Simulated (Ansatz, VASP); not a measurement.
One calculation of SiC (Moissanite 3C), two programs

Contents of INCAR:

```
PREC     = Accurate       # precision mode
ENCUT    = 520            # plane-wave cutoff, eV
EDIFF    = 1E-6           # SCF threshold, eV
ISMEAR   = -1             # smearing method
SIGMA    = 0.05           # smearing width, eV
LREAL    = F              # projectors in reciprocal space
LASPH    = T              # aspherical terms in the spheres
NELM     = 60             # most SCF steps
ALGO     = Normal         # electronic algorithm
ISIF     = 2              # what is computed and relaxed
LWAVE    = F              # write WAVECAR
LCHARG   = T              # write CHGCAR
GGA      = PS             # functional
LELF     = T              # ELF
LVHAR    = T            
NBANDS   = 11             # bands
```

File KPOINTS:

```
Automatic mesh
0
Gamma
  10 10 10
```

File POSCAR:

```
SiC
1.0
    0.0000000000      2.1934308841      2.1934308841
    2.1934308841      0.0000000000      2.1934308841
    2.1934308841      2.1934308841      0.0000000000
Si C
1 1
Direct
    0.0000000000      0.0000000000      0.0000000000
    0.7500000000      0.7500000000      0.7500000000
```

The input input.yaml:

```yaml
crystal:
  lattice:
    - [0.0, 2.1934308841, 2.1934308841]
    - [2.1934308841, 0.0, 2.1934308841]
    - [2.1934308841, 2.1934308841, 0.0]
  atoms:
    - { symbol: Si, position: [0.0, 0.0, 0.0] }
    - { symbol: C, position: [0.75, 0.75, 0.75] }
hamiltonian:
  xc: pbesol
  pseudopotentials: { kind: paw }
kpoints:
  mp_grid: { grid: [10, 10, 10] }
scf:
  occupations: { method: fermi_dirac, width: 0.05 }
output:
  forces: true
  stress: true
  eigenvalues: true
```

Alike in both runs: task single point; functional PBEsol; k mesh 10 × 10 × 10; occupations fermi-dirac, width 0.05 eV; no spin polarisation.

|  | VASP | Ansatz |
| --- | --- | --- |
| version | VASP 6.6.1 | Ansatz 0.2.0 |
| potentials or method | VASP PAW PBE potentials, release 64 (Si, C) | Ansatz PAW |
| plane-wave cutoff (eV) | 520 | 420 |
| valence electrons in the cell | 8 | 8 |

|  | VASP | Ansatz | Ansatz less VASP |
| --- | --- | --- | --- |
| gap on the k mesh at the Fermi level (eV) | 1.25 | 1.26 | +0.009 |
| least direct gap on the mesh (eV) | 4.42 | 4.43 | +0.009 |
| pressure (GPa) | -4.1 | -4.4 | -0.34 |

With one functional, cell and mesh, what is left measures potentials, basis and numerics.

Caveats: the PAW data sets were made with another functional, which shifts forces and pressure a little (VASP); the PAW data sets come from PBE, with cores solved anew for the run's functional, which leaves a small shift of forces and pressure (Ansatz). A k mesh can miss the band edges.
